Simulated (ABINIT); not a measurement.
**CoSi2 in ABINIT: convergence with pawecutdg**

Input of the first run (pawecutdg 26 Ha); the others differ in this setting and in those tied to it:

run.abi

```
# Pseudopotentials
pp_dirpath "./"
pseudos "Co.GGA_PBE-JTH.xml, Si.GGA_PBE-JTH.xml"

# Structure
acell 3.78726392 3.78726392 3.78726392 Angstrom
rprim
     0.0000000000     0.7071067812     0.7071067812
     0.7071067812     0.0000000000     0.7071067812
     0.7071067812     0.7071067812     0.0000000000
ntypat 2
znucl 27 14
natom 3
typat 1 2 2
xred
     0.0000000000     0.0000000000     0.0000000000
     0.7500000000     0.7500000000     0.7500000000
     0.2500000000     0.2500000000     0.2500000000

# Plane-wave basis
ecut 26.0
pawecutdg 26.0
pawxcdev 0

# k points
kptopt 1
ngkpt 6 6 6
nshiftk 1
shiftk 0.0 0.0 0.0

# Exchange and correlation
ixc -116133

# Bands and occupations
nband 17
occopt 4
tsmear 0.05 eV

# Spin
nsppol 2
spinat
     0.0000000000     0.0000000000     2.0000000000
     0.0000000000     0.0000000000     0.0000000000
     0.0000000000     0.0000000000     0.0000000000

# SCF cycle
nstep 100
tolvrs 1.0e-9

# Output
iomode 3
prtwf 0
prtden 0
prteig 0
prtebands 0
```

Potentials or basis: JTH PAW PBE v2.0.

Launch:

```sh
$ abinit run.abi > log 2>&1
```

Hardware: 1 thread of Arm Neoverse V2, with other jobs on the host.

| pawecutdg | energy less the tightest run (meV/atom) | pressure (GPa) | SCF cycles | CPU time (s) | peak memory (GiB) |
| --- | --- | --- | --- | --- | --- |
| 26 Ha | -0.17 | -4.30 | 36 | 130 | 0.15 |
| 31.2 | 0.08 | -4.25 | 36 | 130 | 0.15 |
| 39 | -0.13 | -4.20 | 43 | 170 | 0.16 |
| 46.8 | 0.06 | -4.25 | 37 | 150 | 0.16 |
| 57.2 | 0.17 | -4.26 | 35 | 140 | 0.17 |
| 70.2 | 0.02 | -4.26 | 36 | 140 | 0.18 |
| 85.8 | 0.00 | -4.24 | 47 | 190 | 0.21 |

Against the tightest run, the energy stays within 1 meV/atom from 26 Ha on; the pressure stays within 0.1 GPa from 26 Ha on. The tightest run that finished is the yardstick and may itself not be fully converged.

Caveat, for the tightest run too: the starting moments collapsed, and a magnetic state may lie lower; the PAW data sets were made with another functional, which shifts forces and pressure a little.
